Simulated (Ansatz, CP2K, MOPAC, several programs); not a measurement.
Energy against volume for rocksalt NaH, at fixed shape and fractional coordinates, computed by several methods (PBE and r2SCAN, where shown, with plane waves in Ansatz); the cell shown is that of r2SCAN. It is cubic, Fm-3m (No. 225); a = 4.795 Å in the conventional setting, 13.78 Å³ an atom. Na has 6 H at 2.40 Å; H has 6 Na at 2.40 Å. No spin polarisation and no zero-point or thermal motion. Energies count from each curve's lowest point; fits are third-order Birch-Murnaghan.

```cif
data_structure
_symmetry_space_group_name_H-M 'P 1'
_symmetry_Int_Tables_number 1
_cell_length_a 3.3906
_cell_length_b 3.3906
_cell_length_c 3.3906
_cell_angle_alpha 60.000
_cell_angle_beta 60.000
_cell_angle_gamma 60.000
_cell_volume 27.56
loop_
_atom_site_label
_atom_site_type_symbol
_atom_site_fract_x
_atom_site_fract_y
_atom_site_fract_z
_atom_site_occupancy
Na1 Na 0.00000 0.00000 0.00000 1
H1 H 0.50000 0.50000 0.50000 1
```

r2SCAN, on the shape of its own relaxed cell:
```csv
V (Å³/atom),E (meV/atom)
12.954,4.15
13.368,0.99
13.781,0.00
14.194,0.91
14.608,3.45
```
V₀ = 13.78 Å³ an atom and B₀ = 24 GPa.

PBE/SZV (CP2K), on the shape of the cell shown:
```
V (Å³/atom)  E (meV/atom)
     12.127          4.20
     12.954          0.00
     13.781          7.08
     14.608         27.78
     15.435         49.34
```
The points scatter about a smooth fit, a numerical artefact, so no fit is quoted.

PBE/DZVP (CP2K), on the shape of the cell shown:
```tsv
V (Å³/atom)	E (meV/atom)
12.127	21.31
12.954	4.97
13.781	0.00
14.608	8.86
15.435	19.27
```
The points scatter about a smooth fit, a numerical artefact, so no fit is quoted.

**Question.** PBE, on the shape of its own relaxed cell, gives
```
V (Å³/atom)  E (meV/atom)
     13.259          4.01
     13.682          0.95
     14.105          0.00
     14.528          0.91
     14.952          3.40
```
What equilibrium volume and bulk modulus follow?

**Answer.** V₀ = 14.10 Å³ an atom and B₀ = 23 GPa.

PM7 (MOPAC), on the shape of the cell shown, as a cluster of 64 atoms at the zone centre:
```
V (Å³/atom)  E (meV/atom)
     12.127          0.00
     12.954         89.60
     13.781        178.91
     14.608        267.25
     15.435        361.17
```
The lowest point is an end point, so the minimum isn't bracketed.
